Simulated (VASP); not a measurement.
**BP in VASP: how settings move the r2SCAN single point**

Aim: see what changed inputs do to the r2SCAN single point of BP built on the zincblende prototype, under -2.0 % equal strain in all directions.

The runs shown are made with VASP 6.6.1. PAW datasets, plane waves. No spin polarisation and no zero-point or thermal motion.

## (1) The system as given

The cell comes from an earlier relaxation with r2SCAN in another program.

It is cubic, F-43m (No. 216); conventional cell a = 4.446 Å, 10.98 Å³ an atom. Near B stand 4 P at 1.93 Å; near P stand 4 B at 1.93 Å.

Structure file:

```xyz
2
Lattice="0.0000 2.2229 2.2229 2.2229 0.0000 2.2229 2.2229 2.2229 0.0000" Properties=species:S:1:pos:R:3 pbc="T T T"
B     0.0000    0.0000    0.0000
P     1.1115    1.1115    1.1115
```

## (2) The reference run

Input file INCAR:

```
ENCUT = 520.000000
SIGMA = 0.010000
EDIFF = 1.00e-07
ALGO = Normal
METAGGA = R2SCAN
PREC = Accurate
IBRION = -1
ISIF = 2
ISMEAR = 0
NBANDS = 11
NELM = 120
NSW = 0
LASPH = .TRUE.
LCHARG = .TRUE.
LELF = .TRUE.
LWAVE = .FALSE.
LREAL = .FALSE.
```

Input file KPOINTS:

```
KPOINTS created by Atomic Simulation Environment
0
Gamma
10 10 10
0 0 0
```

Input file POSCAR:

```
B  P
 1.0000000000000000
     0.0000000000000000    2.2229493554999999    2.2229493554999999
     2.2229493554999999    0.0000000000000000    2.2229493554999999
     2.2229493554999999    2.2229493554999999    0.0000000000000000
 B   P
   1   1
Cartesian
  0.0000000000000000  0.0000000000000000  0.0000000000000000
  1.1114746777500000  1.1114746777500000  1.1114746777500000
```

A file KPOINTS_OPT adds named points for the levels; it doesn't enter the self-consistent loop.

Potentials: the recommended PBE PAW datasets, 8 valence electrons.

The run is started by

```
> mpirun -np 1 vasp_std
```

## (3) Variant 1

Input file INCAR:

```
ENCUT = 520.000000
EDIFF = 1.00e-07
ALGO = Normal
METAGGA = R2SCAN
PREC = Accurate
IBRION = -1
ISIF = 2
NBANDS = 11
NSW = 0
LASPH = .TRUE.
LCHARG = .FALSE.
LWAVE = .FALSE.
LREAL = .FALSE.
ISMEAR = -5
SIGMA = 0.1
NELM = 81
```

KPOINTS is that of step 2.

POSCAR is that of step 2.

## (4) Variant 2

Input file INCAR:

```
ENCUT = 520.000000
SIGMA = 0.010000
EDIFF = 1.00e-07
METAGGA = R2SCAN
PREC = Accurate
IBRION = -1
ISIF = 2
ISMEAR = 0
NBANDS = 11
NELM = 120
NSW = 0
LASPH = .TRUE.
LCHARG = .FALSE.
LWAVE = .FALSE.
LREAL = .FALSE.
ADDGRID = .TRUE.
ALGO = Damped
TIME = 0.5
```

KPOINTS is that of step 2.

POSCAR is that of step 2.

Q: Predict the outcome of this session. Wanted: for each run, changed; ending; energy change; pressure; electronic steps; usable.

**Answer**, as computed:

| run | changed | ending | energy change (meV/atom) | pressure (GPa) | gap on the mesh (eV; negative: overlap) | electronic steps | time | usable |
| --- | --- | --- | --- | --- | --- | --- | --- | --- |
| ref. | – | converged | 0 | 10.9 | 1.36 | 14 | 24 s | yes |
| 1 | ISMEAR = -5, SIGMA = 0.1, NELM = 81 | converged | 0.0 | 10.9 | 1.36 | 14 | 24 s | yes |
| 2 | ADDGRID = .TRUE., ALGO = Damped, TIME = 0.5 | converged | 0.0 | 10.9 | 1.36 | 21 | 44 s | yes |

What this shows: Of 2 altered inputs, 2 gave usable results.
